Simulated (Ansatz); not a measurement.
Runs of Ansatz 0.2.0 on PbS (Galena). Symmetry: Fm-3m, No. 225, cubic system. Conventional cell: a = 5.931 Å, b = 5.931 Å, c = 5.931 Å, α = 90.00°, β = 90.00°, γ = 90.00°. Pb (site symmetry m-3m) is surrounded by 6 S at 2.97 Å. S (site symmetry m-3m) has 6 Pb at 2.97 Å as nearest neighbours. 

```csv
task,level,spin,cell,k mesh,points for each segment of the path,gap on the mesh (eV),pressure (GPa),relaxed volume (Å³/atom)
band structure,PBEsol,off,as given,8 × 8 × 8,14,0.25,-0.9,-
relaxation of cell and atoms,LDA,off,relaxed,8 × 8 × 8,-,0.06,0.0,24.95
band structure,LDA,"SOC, no magnetisation",as given,6 × 6 × 6,14,0.21,(b),-
relaxation of cell and atoms,PBEsol,off,relaxed,8 × 8 × 8,-,(a),0.0,25.70
relaxation of cell and atoms,RPBE,off,relaxed,8 × 8 × 8,-,0.71,0.0,28.12
```

Alike in all rows: potentials or basis Ansatz PAW; cutoff (eV) 420; smearing fermi-dirac 0.05 eV.

Estimate the missing entries.

(a) 0.19; (b) -3.3.

Caveats: the PAW data sets come from PBE, with cores solved anew for the run's functional, which leaves a small shift of forces and pressure; spin-orbit coupling is left out, which as a rule narrows the gap of such compounds by several tenths of an eV (some runs); the plane-wave basis is chosen anew once the cell has moved, so the energies of steps on either side of that aren't comparable (some runs).

A k mesh can miss the band edges, and rows without SOC leave out spin-orbit coupling on Pb.

Runs at the PBE level aren't shown here.
